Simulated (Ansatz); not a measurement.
# VO2 under changes of volume

One of the cells (10.308 Å³/atom); the others are scaled copies at fixed shape and fractional positions:

```
V O
1.0
     4.50720    0.00000    0.00000
     0.00000    4.50720    0.00000
     0.00000    0.00000    3.04445
V O
2 4
Direct
  0.50000 0.50000 0.50000
  0.00000 0.00000 0.00000
  0.20036 0.79964 0.50000
  0.79964 0.20036 0.50000
  0.70036 0.70036 0.00000
  0.29964 0.29964 0.00000
```

The cell is a database's computed one.

| Item | Value |
| --- | --- |
| Program | Ansatz 0.2.0 |
| Functional | rPW86-PBE |
| Potentials or basis | Ansatz PAW |
| Cutoff | 420 eV (not typed: the program's choice for these potentials) |
| k mesh | 6 × 6 × 9 |
| Occupations | fermi-dirac, width 0.05 eV |
| Spin | collinear spin, ferromagnetic start |
| Starting moments | [2.0, 2.0, 0.0, 0.0, 0.0, 0.0] μB |

```tsv
volume (Å³/atom)	energy over the lowest point (meV/atom)	pressure (GPa)	largest force (eV/Å)
9.689	?	?	?
9.896	5.43	7.0	0.172
10.102	0.00	1.9	0.178
10.308	0.77	-2.7	0.183
10.514	7.07	-6.8	0.187
10.720	18.33	-10.4	0.191
10.926	34.06	-13.7	0.194
```

Problem. What does the run at 9.689 Å³/atom give?

Solution. Energy over the lowest point 17.87 meV/atom; pressure 12.7 GPa; largest force 0.166 eV/Å.

Worked out: A Birch-Murnaghan fit of order 3 (a polynomial in V^(-2/3)) to the other rows has its minimum at 10.18 Å³/atom with B0 = V·E''(V) = 228 GPa and B' = 4.4 at fixed shape and positions, which overstates the stiffness. It gives 17.83 meV/atom at 9.689 Å³/atom, against the run's 17.87, and -dE/dV = 12.5 GPa, against 12.7.

Energies are extrapolated to zero smearing.

Caveats: the PAW data sets come from PBE, with cores solved anew for the run's functional, which leaves a small shift of forces and pressure.
